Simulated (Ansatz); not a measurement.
Runs of Ansatz 0.2.0 on BN. It takes space group F-43m (No. 216, cubic). The conventional cell has a = 3.626 Å, b = 3.626 Å, c = 3.626 Å, α = 90.00°, β = 90.00°, γ = 90.00°. Around N (site symmetry -43m) lie 4 B at 1.57 Å. Around B (site symmetry -43m) lie 4 N at 1.57 Å. The cell is a database's computed one.

```csv
task,level,potentials or basis,spin,cell,k mesh,cutoff (eV),smearing,q mesh,points for each segment of the path,other keys,mesh quality,gap on the mesh (eV),pressure (GPa),moment (μB),relaxed volume (Å³/atom),largest force (eV/Å)
relaxation of the atoms,SVWN5,PseudoDojo standard (LDA files),off,"atoms relaxed from: atoms moved at random, drawn with an rms of 0.15 Å",10 × 10 × 10,1143,cold 0.025 eV,-,-,-,not flagged,4.41,-14.1,-,-,-
Berry-phase polarisation,PBE+D3(BJ)-ATM,JTH PAW,off,as given,13 × 13 × 13,1320,fixed,-,-,-,not flagged,(a),-5.1,-,-,-
electrostatic potential,LDA,Ansatz PAW polarizable,off,"atoms moved at random, drawn with an rms of 0.02 Å",10 × 10 × 10,420,tetrahedron,-,-,-,not flagged,4.27,-14.2,-,-,0.21
relaxation of cell and atoms,B3LYP+D3(BJ)-ATM,Ansatz PAW,off,relaxed,8 × 8 × 8,420,fixed,-,-,-,not flagged,6.58,0.0,-,5.79,-
electrostatic potential,LDA,JTH PAW LDA,"collinear, ferromagnetic start",as given,13 × 13 × 13,1350,gaussian 0.05 eV,-,-,-,not flagged,4.41,-14.6,0.00,-,-
atomic charges,B3LYP5+D3(BJ),Ansatz NC,"collinear, program default start",as given,7 × 7 × 7,1240,cold 0.1 eV,-,-,scf.algorithm = density_mixing; scf.initial_density.chi_scale = 0,coarse,(c),-3.9,0.00,-,-
relaxation of cell and atoms,LDA,Ansatz PAW earlier set,off,"relaxed from: atoms moved at random, drawn with an rms of 0.15 Å",10 × 10 × 10,870,fermi-dirac 0.05 eV,-,-,-,not flagged,4.39,0.0,-,5.74,-
relaxation of the atoms,revPBE+D3(BJ),Ansatz PAW,"collinear, program default start","atoms relaxed from: atoms moved at random, drawn with an rms of 0.05 Å",10 × 10 × 10,420,fermi-dirac 0.1 eV,-,-,-,not flagged,4.48,-7.4,0.00,-,0.01
phonons,BLYP+D3(BJ)-ATM,Ansatz PAW,off,as given,8 × 8 × 8,420,fixed,2 × 2 × 2,8,-,not flagged,4.86,-,-,-,-
single point,revPBE0+D3(BJ)-ATM,Ansatz PAW,off,as given,7 × 7 × 7,420,methfessel-paxton 0.025 eV,-,-,-,coarse,6.83,(b),-,-,-
```

Problem. Estimate the missing entries.

Solution. (a) 4.52; (b) -15.2; (c) 6.67.

Caveats: some runs use coarse meshes; the PAW data sets come from PBE, with cores solved anew for the run's functional, which leaves a small shift of forces and pressure (some runs); the thresholds are loose for stress (some runs); odd divisions of the mesh miss points on the zone boundary, where band edges often lie, so the gap on the mesh can be too wide (some runs); the plane-wave basis is chosen anew once the cell has moved, so the energies of steps on either side of that aren't comparable (some runs); with tetrahedron occupations forces and stress needn't match the slope of the energy (some runs); the starting moments weren't kept (some runs); the potentials were made for another functional, which shifts forces and pressure (some runs).

A k mesh can miss the band edges.
